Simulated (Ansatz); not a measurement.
Runs of Ansatz 0.2.0 on TaN. It takes space group P-6m2 (No. 187, hexagonal). Conventional cell: a = 2.938 Å, b = 2.938 Å, c = 2.883 Å, α = 90.00°, β = 90.00°, γ = 120.00°. Ta (site symmetry -6m2) has 6 N at 2.23 Å as nearest neighbours. N (site symmetry -6m2) has 6 Ta at 2.23 Å as nearest neighbours. 

| task | level | potentials or basis | spin | U | cell | k mesh | cutoff (eV) | smearing | hubbard projectors | q mesh | points for each segment of the path | double counting | other keys | gap on the mesh (eV) | pressure (GPa) |
| --- | --- | --- | --- | --- | --- | --- | --- | --- | --- | --- | --- | --- | --- | --- | --- |
| phonons | PBEsol+D3(BJ)+U | Ansatz PAW polarizable | off | Ta d U = 3.5 eV | as given | 10 × 10 × 8 | 420 | gaussian 0.025 eV | all-electron-atomic | 2 × 2 × 2 | 8 | fll (the default) | scf.mixing.preconditioner = kerker; scf.occupations.method = gaussian; | none | - |
| Wannier functions | BLYP+D4 | PseudoDojo standard (PBE files) | SOC, no magnetisation | - | as given | 10 × 10 × 9 | 1143 | methfessel-paxton 0.1 eV | - | - | - | - | - | none | - |
| electric field gradients | RPBE | Ansatz PAW | SOC, no magnetisation | - | cell strained at random at fixed volume | 8 × 8 × 7 | 420 | fermi-dirac 0.025 eV | - | - | - | - | basis.ecutrho_ratio = 8 | 0.32 | 8.8 |
| density of states | PBE+U | Ansatz PAW | SOC, no magnetisation | Ta d U = 6.0 eV | as given | 12 × 12 × 11 | 420 | fermi-dirac 0.05 eV | ortho-atomic | - | - | amf | scf.occupations.method = fermi_dirac; scf.occupations.width = 0.05; … | none | 5.9 |
| single point | rPW86-PBE+D4 | PseudoDojo stringent (PBE files) | off | - | as given | 10 × 10 × 9 | 1796 | methfessel-paxton 0.1 eV | - | - | - | - | - | none | (a) |

Q: Estimate the missing entries.

A: (a) 11.8.

Caveats: pairwise dispersion overbinds metals, which lowers pressure and volume (some runs); U without spin polarisation on a metal has little footing (some runs); the PAW data sets come from PBE, with cores solved anew for the run's functional, which leaves a small shift of forces and pressure (some runs); some levels weren't fully converged (some runs); the potentials were made for another functional, which shifts forces and pressure (some runs); odd divisions of the mesh miss points on the zone boundary, where band edges often lie, so the gap on the mesh can be too wide (some runs).

A k mesh can miss the band edges, and rows without SOC leave out spin-orbit coupling on Ta.

A gap of «none» marks a metal or a gap under the smearing width.

The runs don't all hold the same shells in valence.
